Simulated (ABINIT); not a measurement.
Crystal: PtS2.

```
Pt S
1.0
     3.54320    0.00000    0.00000
    -1.77160    3.06850    0.00000
     0.00000    0.00000    5.03880
Pt S
1 2
Cartesian
  0.0000 0.0000 0.0000
  1.7716 1.0228 3.8950
  0.0000 2.0457 1.1438
```

Base run:

| Item | Value |
| --- | --- |
| Program | ABINIT 10.8.3 (patched build) |
| Functional | PBE |
| Potentials or basis | PseudoDojo NC SR PBE v0.4.1 standard |
| Cutoff | 952 eV |
| k mesh | 7 × 7 × 4 |
| Occupations | fermi-dirac, width 0.05 eV |
| Spin | no spin polarisation |

Its results: band gap on the k mesh 0.83 eV, indirect (least direct gap 1.01 eV); largest force 1.242 eV/Å.

**Question.** The run is repeated on the same cell with these changes: functional from PBE to PBEsol; potentials or basis from PseudoDojo NC SR PBE v0.4.1 standard to PseudoDojo NC SR PBEsol v0.4 stringent; cutoff from 952 eV to 1034 eV. What comes out?

**Answer.** Band gap on the k mesh 0.76 eV, indirect (least direct gap 0.93 eV); largest force 0.938 eV/Å.

Caveats: spin-orbit coupling is left out, which moves the levels of the heavy elements; an odd mesh through Γ misses points on the zone boundary, where band edges often lie; forces of over 1 eV/Å show positions far from the minimum, so gaps and moduli don't describe the material at rest (some runs).
